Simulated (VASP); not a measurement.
**PbO2: single point with LDA**

The system is PbO2.

```
CELL_PARAMETERS angstrom
0.00000 2.50831 2.50831
2.50831 0.00000 2.50831
2.50831 2.50831 0.00000
ATOMIC_POSITIONS crystal
Pb 0.00000 0.00000 0.00000
O 0.75000 0.75000 0.75000
O 0.25000 0.25000 0.25000
```

The cell comes from a database or a generator and needn't be the stable form of this composition.

* Program: VASP 6.6.1
* Task: single point
* Functional: LDA
* Potentials or basis: VASP PAW LDA potentials, release 64 (Pb_d, O)
* Cutoff: 520 eV
* k mesh: 9 × 9 × 9
* Occupations: tetrahedron
* Spin: non-collinear spin, typed start, spin-orbit coupling
* Starting moments: [[0.084, -0.413, -0.208], [0.0, 0.0, 0.0], [0.0, 0.0, 0.0]] μB

| Property | Result |
| --- | --- |
| Pressure | 37.6 GPa |
| Net moment | 0.00 μB per cell |
| Valence electrons inside the program's atomic spheres | Pb 12.01; O 5.06 |

Moments on the atoms (μB; x, y, z):
```
Pb  0.00 0.00 0.00
O   0.00 0.00 0.00
O   0.00 0.00 0.00
```

Run time: 16 min on 1 thread of Intel(R) Xeon(R) Platinum 8488C (Sapphire Rapids), with other jobs on the host, peak memory 0.66 GiB.

Caveat: a pressure of tens of GPa on the cell as given is suspect, and the run, the potentials or the cell itself is likely at fault.
